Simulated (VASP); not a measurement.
Input of a VASP 6.6.1 run:

INCAR

```
SYSTEM = BN
ALGO = Normal ; EDIFF = 1E-6
ENCUT = 520 ; GGA = PE
ISIF = 2 ; ISMEAR = 0
KPAR = 4 ; LASPH = .True.
LCHARG = .False. ; LREAL = .False.
LWAVE = .False. ; NELM = 80
PREC = Accurate ; SIGMA = 0.03
```

KPOINTS

```
k-points
0
Gamma
  8 8 8
  0 0 0
```

Contents of POSCAR:

```
BN                                      
1.0
    0.0000000000      1.8033209052      1.8033209052
    1.8033209052      0.0000000000      1.8033209052
    1.8033209052      1.8033209052      0.0000000000
  B               N             
     1     1
Direct
     0.0000000000000000    0.0000000000000000    0.0000000000000000
     0.2500000000000000    0.2500000000000000    0.2500000000000000
```

Contents of KPOINTS_OPT:

```
explicit points
6
Reciprocal
 0.0000000000  0.0000000000  0.0000000000 1
 0.3750000000  0.3750000000  0.7500000000 1
 0.5000000000  0.5000000000  0.5000000000 1
 0.6250000000  0.2500000000  0.6250000000 1
 0.5000000000  0.2500000000  0.7500000000 1
 0.5000000000  0.0000000000  0.5000000000 1
```

Potentials or basis: VASP PAW PBE potentials, release 64 (B, N).

Run with:

```bash
$ cat potpaw_PBE.64/B/POTCAR potpaw_PBE.64/N/POTCAR > POTCAR
$ mpirun -np 4 vasp_std > vasp.out
```

Estimate the pressure.

6.0 GPa.

Estimate the band gap on the k mesh.

4.47 eV, indirect (least direct gap 8.85 eV).

**The experiment to reproduce.**

From a printed reference work, monograph, for a bulk crystal of BN at 300 K: band gap 6.4 eV (indirect).

Measured gap of BN: 6.4 eV (indirect; 300 K; a printed reference work, monograph). This calculation gives 4.47 eV (-1.93 eV). The value is that of PBE, without temperature or zero-point motion. Semilocal functionals fall short of measured gaps as a rule.
